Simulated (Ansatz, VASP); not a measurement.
TaN in VASP and in Ansatz

```
Ta N
1.0
     5.19600    0.00000    0.00000
    -2.59800    4.49987    0.00000
     0.00000    0.00000    2.91100
Ta N
3 3
Direct
  0.33333 0.66667 0.50000
  0.66667 0.33333 0.50000
  0.00000 0.00000 0.00000
  0.39285 0.00000 0.00000
  0.60715 0.60715 0.00000
  0.00000 0.39285 0.00000
```

Alike in both runs: task single point; functional PBEsol; k mesh 5 × 5 × 7; occupations methfessel-paxton of order 1, width 0.2 eV; no spin polarisation.

|  | VASP | Ansatz |
| --- | --- | --- |
| version | VASP 6.6.1 | Ansatz 0.2.0 |
| potentials or method | VASP PAW PBE potentials, release 64 (Ta_pv, N) | plane waves, PAW |
| plane-wave cutoff (eV) | 520 | 420 |
| valence electrons in the cell | 48 | 54 |

Ansatz gave:

* pressure (GPa): -3.8
* largest component of the traceless stress (GPa): 0.57
* rms of the force components (eV/Å): 0.006

Q: Estimate VASP's values.

A: Pressure (GPa): -3.0; largest component of the traceless stress (GPa): 0.63; rms of the force components (eV/Å): 0.010.

Atom by atom the forces differ by 0.004 eV/Å (rms over components). The two sets of potentials don't hold the same shells in valence.

Caveats: the PAW data sets were made with another functional, which shifts forces and pressure a little (VASP). The runs have no spin-orbit coupling, so splittings on Ta are missing.
